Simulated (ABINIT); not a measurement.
# Al2Cu (P4/mmm) in ABINIT: reference runs

How does Al2Cu come out in PBEsol? The cell is run as given.

Program: ABINIT 10.8.3 (patched build). These are calculated values, not measurements. Logs are shortened: lines on timing, memory, paths and dates and some standing lists are left out, and cuts for length are marked. The log counts tension as positive stress, the text compression.

**1. Starting point**

Symmetry: P4/mmm, No. 123, tetragonal system. The conventional cell has a = 4.105 Å, b = 4.105 Å, c = 2.891 Å, α = 90.00°, β = 90.00°, γ = 90.00°. Cu (site symmetry 4/mmm) has 8 Al at 2.51 Å as nearest neighbours. Around Al (site symmetry mmm) lie 4 Cu at 2.51 Å.

The cell comes from a database or a generator and needn't be the stable form of this composition.

**2. Single point, PBEsol**

run.abi reads:

```
# Pseudopotentials
pp_dirpath "./"
pseudos "Cu.upf, Al.upf"

# Structure
acell 3*1.0
rprim
     7.7576696717     0.0000000000     0.0000000000
     0.0000000000     7.7576696717     0.0000000000
     0.0000000000     0.0000000000     5.4637897106
ntypat 2
znucl 29 13
natom 3
typat 1 2 2
xred
     0.0000000000     0.0000000000     0.0000000000
     0.0000000000     0.5000000000     0.5000000000
     0.5000000000     0.0000000000     0.5000000000

# Plane-wave basis
ecut 46.0

# k points
kptopt 1
ngkpt 7 7 9
nshiftk 1
shiftk 0.0 0.0 0.0

# Exchange and correlation
ixc -116133

# Bands and occupations
nband 17
occopt 3
tsmear 0.05 eV

# SCF cycle
nstep 100
tolvrs 1.0e-10

# Output
iomode 3
prtwf 0
prteig 0
prtebands 0
prtden 1
prtvha 1
prtvclmb 1
prtpot 1
prtelf 1
```

Potentials or basis: PseudoDojo NC SR PBEsol v0.4.1 standard.

Started as:

```sh
> abinit run.abi > log 2>&1
```

run.abo:

```text
.Version 10.8.3 of ABINIT
 Symmetries : space group P4/m m m (#123); Bravais tP (primitive tetrag.)
================================================================================
 Values of the parameters that define the memory need of the present run
     intxc =       0    ionmov =       0      iscf =       7    lmnmax =       6
     lnmax =       6     mgfft =      48  mpssoang =       3    mqgrid =    3001
     natom =       3  nloc_mem =       1    nspden =       1   nspinor =       1
    nsppol =       1      nsym =      16    n1xccc =    2501    ntypat =       2
    occopt =       3   xclevel =       2
       mpw =        4923          nfft =       82944          nkpt =          50
================================================================================
================================================================================

--------------------------------------------------------------------------------
------------- Echo of variables that govern the present computation ------------
--------------------------------------------------------------------------------
 -outvars: echo values of preprocessed input variables --------
            acell      1.0000000000E+00  1.0000000000E+00  1.0000000000E+00 Bohr
              amu      6.35460000E+01  2.69815390E+01
             ecut      4.60000000E+01 Hartree
              ixc     -116133
         kptrlatt        7    0    0      0    7    0      0    0    9
          kptrlen      4.91741074E+01
            natom           3
            nband          17
            ngfft          48      48      36
             nkpt          50
            nstep         100
             nsym          16
           ntypat           2
           occopt           3
        prtebands           0
           prteig           0
           prtelf           1
           prtpot           1
         prtvclmb           1
           prtvha           1
            prtwf           0
            rprim      7.7576696717E+00  0.0000000000E+00  0.0000000000E+00
                       0.0000000000E+00  7.7576696717E+00  0.0000000000E+00
                       0.0000000000E+00  0.0000000000E+00  5.4637897106E+00
          spgroup         123
           tolvrs      1.00000000E-10
           tsmear      1.83746611E-03 Hartree
            typat      1  2  2
           xangst      0.0000000000E+00  0.0000000000E+00  0.0000000000E+00
                       0.0000000000E+00  2.0525909986E+00  1.4456564990E+00
                       2.0525909986E+00  0.0000000000E+00  1.4456564990E+00
            xcart      0.0000000000E+00  0.0000000000E+00  0.0000000000E+00
                       0.0000000000E+00  3.8788348359E+00  2.7318948553E+00
                       3.8788348359E+00  0.0000000000E+00  2.7318948553E+00
             xred      0.0000000000E+00  0.0000000000E+00  0.0000000000E+00
                       0.0000000000E+00  5.0000000000E-01  5.0000000000E-01
                       5.0000000000E-01  0.0000000000E+00  5.0000000000E-01
            znucl       29.00000   13.00000

[... 130 lines left out ...]
 rms dE/dt=  0.0000E+00; max dE/dt=  0.0000E+00; dE/dt below (all hartree)
    1       0.000000000000      0.000000000000      0.000000000000
    2       0.000000000000      0.000000000000      0.000000000000
    3       0.000000000000      0.000000000000      0.000000000000

 cartesian coordinates (angstrom) at end:
    1      0.00000000000000     0.00000000000000     0.00000000000000
    2      0.00000000000000     2.05259099859600     1.44565649902716
    3      2.05259099859600     0.00000000000000     1.44565649902716

 cartesian forces (hartree/bohr) at end:
    1     -0.00000000000000    -0.00000000000000    -0.00000000000000
    2     -0.00000000000000    -0.00000000000000    -0.00000000000000
    3     -0.00000000000000    -0.00000000000000    -0.00000000000000
 frms,max,avg= 0.0000000E+00 0.0000000E+00   0.000E+00  0.000E+00  0.000E+00 h/b

 cartesian forces (eV/Angstrom) at end:
    1     -0.00000000000000    -0.00000000000000    -0.00000000000000
    2     -0.00000000000000    -0.00000000000000    -0.00000000000000
    3     -0.00000000000000    -0.00000000000000    -0.00000000000000
 frms,max,avg= 0.0000000E+00 0.0000000E+00   0.000E+00  0.000E+00  0.000E+00 e/A
 length scales=  1.000000000000  1.000000000000  1.000000000000 bohr
              =  0.529177210544  0.529177210544  0.529177210544 angstroms
 Fermi (or HOMO) energy (hartree) =   0.27553   Average Vxc (hartree)=  -0.38329
 Eigenvalues (hartree) for nkpt=  50  k points:
 kpt#   1, nband= 17, wtk=  0.00227, kpt=  0.0000  0.0000  0.0000 (reduced coord)
  -3.90435   -2.34467   -2.34467   -2.34399   -0.11313    0.07768    0.09738    0.12251
   0.12908    0.12908    0.18682    0.18682    0.27368    0.30629    0.49198    0.50029
   0.50029
      occupation numbers for kpt#   1
   2.00000    2.00000    2.00000    2.00000    2.00000    2.00000    2.00000    2.00000
   2.00000    2.00000    2.00000    2.00000    1.46618    0.00000    0.00000    0.00000
   0.00000
 prteigrs : prtvol=0 or 1, do not print more k-points.

--- !EnergyTerms
iteration_state     : {dtset: 1, }
comment             : Components of total free energy in Hartree
kinetic             :  8.83829786931821E+01
hartree             :  9.27225921846678E+01
xc                  : -2.52355340423950E+01
Ewald energy        : -8.40633474082151E+01
psp_core            :  1.74906999478194E+00
local_psp           : -2.35186937426372E+02
non_local_psp       : -3.24703294041389E+01
internal            : -1.94101507408490E+02
'-kT*entropy'       : -4.53349465624392E-04
total_energy        : -1.94101960757955E+02
total_energy_eV     : -5.28178342528697E+03
band_energy         : -1.99433606151239E+01
...

 Cartesian components of stress tensor (hartree/bohr^3)
  sigma(1 1)=  7.14142115E-05  sigma(3 2)=  0.00000000E+00
  sigma(2 2)=  7.14142115E-05  sigma(3 1)=  0.00000000E+00
  sigma(3 3)=  1.14727991E-04  sigma(2 1)=  0.00000000E+00

-Cartesian components of stress tensor (GPa)         [Pressure= -2.5259E+00 GPa]
- sigma(1 1)=  2.10107864E+00  sigma(3 2)=  0.00000000E+00
- sigma(2 2)=  2.10107864E+00  sigma(3 1)=  0.00000000E+00
- sigma(3 3)=  3.37541403E+00  sigma(2 1)=  0.00000000E+00

== END DATASET(S) ==============================================================
================================================================================

 -outvars: echo values of variables after computation  --------
            acell      1.0000000000E+00  1.0000000000E+00  1.0000000000E+00 Bohr
           etotal     -1.9410196076E+02
            fcart     -0.0000000000E+00 -0.0000000000E+00 -0.0000000000E+00
                      -0.0000000000E+00 -0.0000000000E+00 -0.0000000000E+00
                      -0.0000000000E+00 -0.0000000000E+00 -0.0000000000E+00
            rprim      7.7576696717E+00  0.0000000000E+00  0.0000000000E+00
                       0.0000000000E+00  7.7576696717E+00  0.0000000000E+00
                       0.0000000000E+00  0.0000000000E+00  5.4637897106E+00
           strten      7.1414211522E-05  7.1414211522E-05  1.1472799096E-04
                       0.0000000000E+00  0.0000000000E+00  0.0000000000E+00
           xangst      0.0000000000E+00  0.0000000000E+00  0.0000000000E+00
                       0.0000000000E+00  2.0525909986E+00  1.4456564990E+00
                       2.0525909986E+00  0.0000000000E+00  1.4456564990E+00
             xred      0.0000000000E+00  0.0000000000E+00  0.0000000000E+00
                       0.0000000000E+00  5.0000000000E-01  5.0000000000E-01
                       5.0000000000E-01  0.0000000000E+00  5.0000000000E-01
 Calculation completed.
```

It took 3.4 min on 1 thread of Arm Neoverse V1, shared host; peak memory 0.14 GiB.

What came out:

| Property | Result |
| --- | --- |
| Free energy | -5281.7834 eV |
| Pressure | -2.5 GPa |
| Band gap on the k mesh | none (metal or under the smearing width) |
| Valence electrons inside the program's atomic spheres | Cu 17.40; Al 0.88 |

Levels at points of the mesh, in eV from the Fermi level:
```
           k point  band 8  band 9  band 10  band 11  band 12  band 13  band 14  band 15  band 16  band 17
(0.00, 0.00, 0.00)   -4.16   -3.99    -3.99    -2.41    -2.41    -0.05     0.84     5.89     6.12     6.12
```
